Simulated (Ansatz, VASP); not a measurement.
One calculation of InPd, two programs

File INCAR:

```
ALGO = Normal ; EDIFF = 1E-8
ENCUT = 520 ; GGA = CA
ISIF = 2 ; ISMEAR = -1
LASPH = True ; LCHARG = False
LEFG = True ; LREAL = False
LWAVE = False ; NBANDS = 18
NELM = 80 ; PREC = Accurate
SIGMA = 0.03
```

File KPOINTS:

```
k-points
0
Gamma
  13 13 13
```

File POSCAR:

```
InPd
1.0
    3.3042817858      0.0000000000      0.0000000000
    0.0000000000      3.3042817858      0.0000000000
    0.0000000000      0.0000000000      3.3042817858
In Pd
1 1
Direct
    0.0000000000      0.0000000000      0.0000000000
    0.5000000000      0.5000000000      0.5000000000
```

Input for Ansatz:

```yaml
crystal:
  lattice:
    - [3.3042817858, 0.0, 0.0]
    - [0.0, 3.3042817858, 0.0]
    - [0.0, 0.0, 3.3042817858]
  atoms:
    - { symbol: In, position: [0.0, 0.0, 0.0] }
    - { symbol: Pd, position: [0.5, 0.5, 0.5] }
kpoints:
  mp_grid: { grid: [13, 13, 13] }
scf:
  occupations: { method: fermi_dirac, width: 0.03 }
hamiltonian:
  xc: lda
  pseudopotentials: { kind: paw }
output:
  forces: true
  stress: true
  eigenvalues: true
  efg: { contact_densities: true }
  write_density: true
  write_potential: true
  elf: true
  volumetric_format: npy
```

Change from the starting cell: volume scaled by 1.03, PAW files.

Alike in both runs: task electric field gradients; functional LDA; k mesh 13 × 13 × 13; occupations fermi-dirac, width 0.03 eV; no spin polarisation.

```csv
,VASP,Ansatz
version,VASP 6.6.1,Ansatz 0.2.0
potentials or method,"VASP PAW LDA potentials, release 64 (In_d, Pd)","PAW with Ansatz's default frozen-core files, scalar-relativistic"
plane-wave cutoff (eV),520,420
valence electrons in the cell,23,31
```

```csv
,VASP,Ansatz,Ansatz less VASP
pressure (GPa),-9.4,-9.7,-0.24
Vzz of the field gradient on the site that differs most (V/Å²),0.0,0.0,0.00
```

The two sets of potentials don't hold the same shells in valence. Ansatz warned: «gradients_without_spin_orbit».
